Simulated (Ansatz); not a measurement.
SiO₂: field gradients at two levels of theory

Cell: a Materials Project structure (computed, not necessarily an observed phase).

```
Si O
1.0
     4.27323   -7.63466    0.00000
     4.27323    7.63466    0.00000
     0.00000    0.00000    9.62008
Si O
12 24
Direct
  0.59088 0.78413 0.34873
  0.78413 0.59088 0.65127
  0.71587 0.90912 0.65127
  0.90912 0.71587 0.34873
  0.40912 0.21587 0.65127
  0.21587 0.40912 0.34873
  0.28413 0.09088 0.34873
  0.09088 0.28413 0.65127
  0.56272 0.06272 0.15656
  0.06272 0.56272 0.84344
  0.43728 0.93728 0.84344
  0.93728 0.43728 0.15656
  0.62370 0.87630 0.50000
  0.87630 0.62370 0.50000
  0.37630 0.12370 0.50000
  0.12370 0.37630 0.50000
  0.58612 0.91335 0.23355
  0.91335 0.58612 0.76645
  0.58665 0.91388 0.76645
  0.91388 0.58665 0.23355
  0.41388 0.08665 0.76645
  0.08665 0.41388 0.23355
  0.41335 0.08612 0.23355
  0.08612 0.41335 0.76645
  0.75000 0.75000 0.31140
  0.75000 0.75000 0.68860
  0.25000 0.25000 0.68860
  0.25000 0.25000 0.31140
  0.40370 0.59630 0.34968
  0.59630 0.40370 0.65032
  0.90370 0.09630 0.65032
  0.09630 0.90370 0.34968
  0.75000 0.25000 0.15711
  0.25000 0.75000 0.84289
  0.50000 0.00000 0.00000
  0.00000 0.50000 0.00000
```

Sites (sets of like atoms) are named by element and the number of their first atom in this list.

First run. All values are calculated (Ansatz; DFT, PBE, plane waves and PAW, scalar-relativistic, 420 eV cutoff, Γ-centred 3×3×2 k-points, Fermi–Dirac smearing 0.02 eV), not measured.

| site | atom | V_zz (10²¹ V/m²) | η |
| --- | --- | --- | --- |
| Si1 | 1 | -0.59 | 0.92 |
| Si9 | 9 | 0.33 | 0.59 |
| O13 | 13 | 9.40 | 0.17 |
| O17 | 17 | 10.06 | 0.04 |
| O25 | 25 | 9.73 | 0.11 |
| O29 | 29 | 10.18 | 0.03 |
| O33 | 33 | 10.26 | 0.01 |
| O35 | 35 | 10.34 | 0.01 |

Second run. The same atoms and settings, except that the functional is r2SCAN and the cutoff is 500 eV.

Q: Given the first result, estimate the second.

A: 

```json
{"site": "Si1", "atom": "1", "V_zz": "-0.59", "η": "0.89", "change of V_zz": "0.00"}
{"site": "Si9", "atom": "9", "V_zz": "0.32", "η": "0.56", "change of V_zz": "-0.01"}
{"site": "O13", "atom": "13", "V_zz": "9.27", "η": "0.17", "change of V_zz": "-0.13"}
{"site": "O17", "atom": "17", "V_zz": "9.95", "η": "0.04", "change of V_zz": "-0.11"}
{"site": "O25", "atom": "25", "V_zz": "9.60", "η": "0.11", "change of V_zz": "-0.13"}
{"site": "O29", "atom": "29", "V_zz": "10.05", "η": "0.04", "change of V_zz": "-0.13"}
{"site": "O33", "atom": "33", "V_zz": "10.14", "η": "0.02", "change of V_zz": "-0.12"}
{"site": "O35", "atom": "35", "V_zz": "10.23", "η": "0.02", "change of V_zz": "-0.11"}
```

The largest change of V_zz is on O13, from 9.40 to 9.27. In per cent, |V_zz| changes by -1 on Si, -1 on O (all sites that start above 0.5).

For the first run: The largest force is 0.3 eV/Å, so the atoms aren't at the calculated equilibrium and relaxing them would move these values.
